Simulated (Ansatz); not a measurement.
TiO₂: 47Ti nuclear quadrupole resonance

Cell: a Materials Project structure (computed, not necessarily an observed phase), atoms as given.

```
Ti O
1.0
    -5.09744    5.09744    1.48372
     5.09744   -5.09744    1.48372
     5.09744    5.09744   -1.48372
Ti O
4 8
Cartesian
  1.7595 6.5701 0.0000
  3.6248 1.7595 0.0000
  1.4727 3.3379 1.4837
  3.3379 -1.4727 1.4837
  -0.4181 3.4282 1.4837
  1.6693 4.6793 0.0000
  3.4282 0.4181 1.4837
  5.5156 1.6693 0.0000
  8.0638 1.5966 0.0000
  3.5009 2.9663 1.4837
  -2.9663 3.5009 1.4837
  1.5966 2.1311 0.0000
```

Sites (sets of like atoms) are named by element and the number of their first atom in this list.

Level of theory: DFT, r2SCAN, plane waves and PAW, scalar-relativistic, 500 eV cutoff, Γ-centred 8×8×8 k-points, Fermi–Dirac smearing 0.02 eV (Ansatz 0.2.0).

47Ti: I = 5/2, Q = 302.0 mb (year-2017 value). Static lattice, zero field.

Question: Predict the zero-field 47Ti lines of each site.

Answer: For I = 5/2 and η = 0 the lines are 3|C_Q|/20 and twice that; η pulls their ratio below 2. At large η the states mix, and weaker lines appear at sums of the main ones; lines under 5 % of the strongest are left out.

| site | atoms | V_zz (10²¹ V/m²) | C_Q (MHz) | η | line frequencies (MHz) |
| --- | --- | --- | --- | --- | --- |
| Ti | 1, 2, 3, 4 | -2.23 | -16.3 | 0.98 | 4.24, 4.32, 8.56 |

Question: And for Ti-49 (I = 7/2, Q = 247.0 mb) on Ti?

Answer: C_Q scales with Q to -13.3 MHz, with lines at 1.78, 2.50, 2.56 MHz.
